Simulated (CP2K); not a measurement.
**Sr under changes of volume**

One of the cells (56.319 Å³/atom); the others are scaled copies at fixed shape and fractional positions:

```
Sr
1.0
     4.30253    0.00000    0.00000
     2.15127    3.72610    0.00000
     2.15127    1.24203    3.51300
Sr
1
Direct
  0.00000 0.00000 0.00000
```

| Item | Value |
| --- | --- |
| Program | CP2K 2026.2 |
| Functional | PBE |
| Potentials or basis | POTENTIAL_UZH Sr GTH-PBE-q10; TZVP-MOLOPT-PBE-GTH basis |
| Density cutoff | 8163 eV |
| k mesh | 8 × 8 × 8 |
| Occupations | fermi-dirac, width 0.05 eV |
| Spin | no spin polarisation |

```csv
volume (Å³/atom),energy over the lowest point (meV/atom),pressure (GPa)
52.940,1.68,0.4
54.067,0.00,0.2
55.193,0.09,-0.1
56.319,?,?
57.446,4.93,-0.5
58.572,9.41,-0.7
59.698,15.13,-0.9
```

Problem. What does the run at 56.319 Å³/atom give?

Solution. Energy over the lowest point 1.79 meV/atom; pressure -0.3 GPa.

Worked out: A Birch-Murnaghan fit of order 3 (a polynomial in V^(-2/3)) to the other rows has its minimum at 54.57 Å³/atom with B0 = V·E''(V) = 11.6 GPa and B' = 3.4. It gives 1.77 meV/atom at 56.319 Å³/atom, against the run's 1.79, and -dE/dV = -0.3 GPa, against -0.3.

Energies are extrapolated to zero smearing.

Caveats: the basis of atomic orbitals isn't converged, which shifts pressures, moduli and gaps.
